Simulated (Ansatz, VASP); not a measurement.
**Ti in VASP and in Ansatz**

File INCAR:

```
SYSTEM = Ti
ALGO = Fast
EDIFF = 1E-6
ENCUT = 520
GGA = PS
ISIF = 2
ISMEAR = 0
LASPH = .True.
LCHARG = .False.
LREAL = .False.
LWAVE = .False.
NBANDS = 12
NELM = 80
PREC = Accurate
SIGMA = 0.15
```

KPOINTS

```
k-points
0
Gamma
  20 20 20
  0 0 0
```

POSCAR

```
Ti
1.0
    0.0000000000      2.0300000000      2.0300000000
    2.0300000000      0.0000000000      2.0300000000
    2.0300000000      2.0300000000      0.0000000000
Ti
1
Direct
    0.0000000000      0.0000000000      0.0000000000
```

Input for Ansatz:

```yaml
crystal:
  lattice:
    - [0.0, 2.03, 2.03]
    - [2.03, 0.0, 2.03]
    - [2.03, 2.03, 0.0]
  atoms:
    - { symbol: Ti, position: [0.0, 0.0, 0.0] }
basis:
  ecutwfc: 420
kpoints:
  mp_grid: { grid: [20, 20, 20] }
hamiltonian:
  xc: pbesol
scf:
  occupations: { method: gaussian, width: 0.15 }
output:
  forces: true
  stress: true
  eigenvalues: true
```

This isn't the form of Ti at room conditions, which is hcp.

Alike in both runs: task single point; functional PBEsol; k mesh 20 × 20 × 20; occupations gaussian, width 0.15 eV; no spin polarisation.

```csv
,VASP,Ansatz
version,VASP 6.6.1,Ansatz 0.2.0
potentials or method,"VASP PAW PBE potentials, release 64 (Ti_sv)","scalar-relativistic, plane waves, PAW"
plane-wave cutoff (eV),520,420
valence electrons in the cell,12,12
```

|  | VASP | Ansatz | Ansatz less VASP |
| --- | --- | --- | --- |
| gap on the k mesh at the Fermi level (eV) | none | none | - |
| pressure (GPa) | -0.6 | -0.3 | +0.29 |

A gap of «none» marks a metal or a gap that the smearing closes.

Caveats: the PAW data sets were made with another functional, which shifts forces and pressure a little (VASP).
